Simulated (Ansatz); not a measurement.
## What moves the field gradients of Cs2SnI6?

Cell of run 1: a structure deposited in the COD (the entry's cell lengths or inner coordinates differ somewhat from later room-temperature determinations), atoms as given.

Space group Fm-3m (No. 225); a = 11.6300 Å.

```
site  Wyckoff  site symmetry       x       y       z
  Cs       8c           -43m  0.2500  0.2500  0.2500
  Sn       4a           m-3m  0.0000  0.0000  0.0000
   I      24e           4m.m  0.2450  0.5000  0.5000
```

One atom of each set is listed; the run and its k-mesh use a cell of 9 atoms with edges of 8.22, 8.22, 8.22 Å.

Relaxed positions (PBE, cell held):

Cs (0.2500, 0.2500, 0.2500)
Sn (0.0000, 0.0000, 0.0000)
I (0.2488, 0.5000, 0.5000)

All runs are DFT with Ansatz 0.2.0 (plane waves and PAW, scalar-relativistic unless spin–orbit coupling is named, Γ-centred meshes, Fermi–Dirac smearing where given) in this cell.

Run 1: PBE, atoms as given; 420 eV, 5×5×5 k-points, smearing 0.02 eV.
Run 2: PBE, atoms relaxed; 420 eV, 5×5×5 k-points, smearing 0.02 eV.
Run 3: r2SCAN, at the relaxed atoms; 500 eV, 5×5×5 k-points, smearing 0.02 eV.
Run 4: PBE with spin–orbit coupling, at the relaxed atoms; 420 eV, 5×5×5 k-points, smearing 0.02 eV.
Run 5: LDA, at the relaxed atoms; 420 eV, 5×5×5 k-points, smearing 0.02 eV.

Question: What does each run give, and what moves the gradients most?

Answer: 

| run | I V_zz (η) |
| --- | --- |
| 1 | 56.6 (0.00) |
| 2 | 57.4 (0.00) |
| 3 | 57.3 (0.00) |
| 4 | 53.4 (0.00) |
| 5 | 57.5 (0.00) |

V_zz in 10²¹ V/m²; 1 of the 3 sets of like atoms are followed. Against run 1, the gradient tensors on these sites move by at most 0.87 in run 2 (I), 0.73 in run 3 (I), 3.17 in run 4 (I), 0.97 in run 5 (I). Taken one at a time, spin–orbit coupling moves the tensors on these sites by up to 4.04 (largest principal value of the change, on I), the positions of the atoms (as given or relaxed) by 0.87 (I), the functional (between the two that differ most) by 0.24 (I).

Semilocal functionals make gaps too small and can close them, so the real compound need not be a metal. With these PAW files V_zz is typically within 2 to 3 % of all-electron values, but misses above 10 % occur on I. In runs 1, 3 the gap is small for the k-mesh or the smearing, and small gradients can still move by 0.1 × 10²¹ V/m² or more. In runs 2, 4, 5 there is no gap above 0.1 eV, so the gradients can move by 10 % or more with the k-mesh. In run 1 the atoms aren't at the calculated equilibrium (largest force 0.31 eV/Å).
